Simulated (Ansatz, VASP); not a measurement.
Given: the input of a run of VASP 6.6.1 on Au.

The input INCAR:

```
  PREC = Accurate
  ENCUT = 600
  EDIFF = 1E-6
  ISMEAR = -1
  SIGMA = 0.05
  LREAL = False
  LASPH = True
  NELM = 60
  ALGO = Normal
  ISIF = 3
  LWAVE = False
  LCHARG = False
  GGA = PS
  IBRION = 2
  NSW = 60
  EDIFFG = -0.01
```

KPOINTS

```
Automatic mesh
0
Gamma
  11 11 11
```

Contents of POSCAR:

```
Au
1.0
    0.0000000000      2.0350000000      2.0350000000
    2.0350000000      0.0000000000      2.0350000000
    2.0350000000      2.0350000000      0.0000000000
Au
1
Direct
    0.0000000000      0.0000000000      0.0000000000
```

Potentials or basis: VASP PAW PBE potentials, release 64 (Au).

Launch:

```bash
$ cat potpaw_PBE.64/Au/POTCAR > POTCAR
$ mpirun -np 1 vasp_std > vasp.out
```

Question: Translate it to Ansatz 0.2.0. Potentials there: Ansatz PAW.

Answer: As run (the cutoff follows the program's own potentials):

input.yaml

```yaml
crystal:
  lattice:
    - [0.0, 2.035, 2.035]
    - [2.035, 0.0, 2.035]
    - [2.035, 2.035, 0.0]
  atoms:
    - { symbol: Au, position: [0.0, 0.0, 0.0] }
hamiltonian:
  xc: pbesol
  pseudopotentials: { kind: paw }
kpoints:
  mp_grid: { grid: [11, 11, 11] }
scf:
  occupations: { method: fermi_dirac, width: 0.05 }
output:
  forces: true
  stress: true
  eigenvalues: true
relax:
  f_tol: 0.01
  max_steps: 40
  cell: { stress_tol: 0.05 }
```

Potentials or basis: Ansatz PAW.

Run with:

```bash
$ ansatz run input.yaml --threads 2 --pin off --max-ram 5632MiB --backend cpu --events-out ev --progress --plain --runs-dir out
```

Both were run:

|  | VASP | Ansatz | Ansatz less VASP |
| --- | --- | --- | --- |
| gap on the k mesh at the Fermi level, each at its own relaxed structure (eV) | none | none | - |
| relaxed volume (Å³/atom) | 16.99 | 17.01 | +0.020 |
| relaxed cell length with the largest relative difference (Å) | 2.886 | 2.887 | +0.0011 |

A gap of «none» marks a metal or a gap that the smearing closes. The two sets of potentials don't hold the same shells in valence.

Caveats: the PAW data sets were made with another functional, which shifts forces and pressure a little (VASP); the plane-wave basis is chosen anew once the cell has moved, so the energies of steps on either side of that aren't comparable (Ansatz); the PAW data sets come from PBE, with cores solved anew for the run's functional, which leaves a small shift of forces and pressure (Ansatz). Spin-orbit coupling is left out, which matters for the levels of Au. Zero-point motion and thermal expansion aren't in these numbers.
